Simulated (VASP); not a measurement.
## VASP inputs for PbS (strained database structure)

INCAR

```
IBRION = -1
EDIFF = 1E-7
SIGMA = 0.02
LREAL = .FALSE.
NBANDS = 17
ISIF = 2
LASPH = .TRUE.
NELM = 120
GGA = PE
PREC = Accurate
LWAVE = .FALSE.
ENCUT = 520
LCHARG = .FALSE.
NSW = 0
ISMEAR = -1
```

KPOINTS

```
KPOINTS created by Atomic Simulation Environment
0
Gamma
8 8 8
0 0 0
```

KPOINTS_OPT

```
special points
9
Reciprocal
0.0000000000 0.0000000000 0.0000000000 1
-0.5000000000 -0.5000000000 -0.5000000000 1
-0.5000000000 -0.2499966092 -0.7500033908 1
-0.2499966092 0.2499966092 -0.5000000000 1
0.0000000000 0.0000000000 -0.5000000000 1
0.0000000000 0.3749983046 -0.3749983046 1
-0.3749983046 0.0000000000 -0.6250016954 1
-0.5000000000 0.0000000000 -0.5000000000 1
0.0000000000 0.5000000000 0.0000000000 1
```

POSCAR

```
Pb S
 1.0000000000000000
     2.0799259498999998    1.2127305665999999    3.4301898177000001
    -2.0799259498999998    1.2127305665999999    3.4301898177000001
     0.0000000000000000   -2.4254611332999998    3.4301898176000001
 Pb  S
   1   1
Cartesian
 -0.0000000000000000 -0.0000000000978144 10.0656554318616678
  0.0000000000000000 -0.0000000000477458  4.9133111503824995
```

VASP ran with the recommended PBE PAW datasets (20 valence electrons in the cell).

Q: Predict the results.

A: gap between bands v and c 0.30 eV; least direct gap 0.34 eV; pressure 2.5 GPa.

Band v is the last that the valence electrons fill when counted band by band, and c is the next. Levels in eV from the top of v:

```json
{"point": "Γ", "v−1": "-2.20", "v": "-2.20", "c": "5.13", "c+1": "5.24"}
{"point": "T", "v−1": "-1.80", "v": "0.00", "c": "0.35", "c+1": "1.93"}
{"point": "H_2", "v−1": "-4.48", "v": "-1.05", "c": "2.17", "c+1": "4.61"}
{"point": "H_0", "v−1": "-4.50", "v": "-1.09", "c": "2.14", "c+1": "4.62"}
{"point": "L", "v−1": "-1.80", "v": "0.00", "c": "0.35", "c+1": "1.93"}
{"point": "S_0", "v−1": "-3.00", "v": "-2.54", "c": "3.29", "c+1": "4.11"}
{"point": "S_2", "v−1": "-3.00", "v": "-2.54", "c": "3.29", "c+1": "4.11"}
{"point": "F", "v−1": "-3.53", "v": "-3.48", "c": "3.81", "c+1": "5.56"}
```
